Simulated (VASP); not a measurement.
Here is a VASP 6.6.1 calculation.

Contents of INCAR:

```
SYSTEM = MoS2
PREC     = Accurate       ! precision mode
ENCUT    = 600            ! plane-wave cutoff, eV
EDIFF    = 1E-6           ! SCF threshold, eV
ISMEAR   = 0              ! smearing method
SIGMA    = 0.05           ! smearing width, eV
LREAL    = .FALSE.        ! projectors in reciprocal space
LASPH    = .TRUE.         ! aspherical terms in the spheres
NELM     = 80             ! most SCF steps
ALGO     = Fast           ! electronic algorithm
ISIF     = 3              ! what is computed and relaxed
LWAVE    = .FALSE.        ! write WAVECAR
LCHARG   = .FALSE.        ! write CHGCAR
GGA      = PE             ! functional
IVDW     = 12             ! dispersion correction
IBRION   = 2              ! ionic algorithm
NSW      = 60             ! ionic steps
EDIFFG   = -0.005         ! ionic threshold
KPAR     = 2
```

Contents of KPOINTS:

```
regular mesh
0
G
  12 12 3
  0 0 0
```

Contents of POSCAR:

```
MoS2
1.0
    3.1690000000      0.0000000000      0.0000000000
   -1.5845000000      2.7444345046      0.0000000000
    0.0000000000      0.0000000000     12.3240000000
Mo S
2 4
Direct
    0.3333333333      0.6666666667      0.2500000000
    0.6666666667      0.3333333333      0.7500000000
    0.3333333333      0.6666666667      0.6230000000
    0.6666666667      0.3333333333      0.1230000000
    0.3333333333      0.6666666667      0.8770000000
    0.6666666667      0.3333333333      0.3770000000
```

Potentials or basis: VASP PAW PBE potentials, release 64 (Mo_sv, S).

Command:

```sh
$ cat potpaw_PBE.64/Mo_sv/POTCAR potpaw_PBE.64/S/POTCAR > POTCAR
$ mpirun -np 2 vasp_std > vasp.out
```

Problem. Predict the band gap on the k mesh.

Solution. 0.80 eV, indirect (least direct gap 1.71 eV).

Problem. Estimate the dispersion energy per atom.

Solution. -0.438 eV.

Problem. Estimate the space group after relaxing (to 0.05 Å).

Solution. P6_3/mmc (No. 194).

Forces on the atoms (eV/Å):
```
Mo   0.000  0.000  0.000
Mo   0.000  0.000  0.000
S    0.000  0.000 -0.004
S    0.000  0.000 -0.004
S    0.000  0.000  0.004
S    0.000  0.000  0.004
```

Caveat: an odd mesh through Γ misses points on the zone boundary, where band edges often lie.
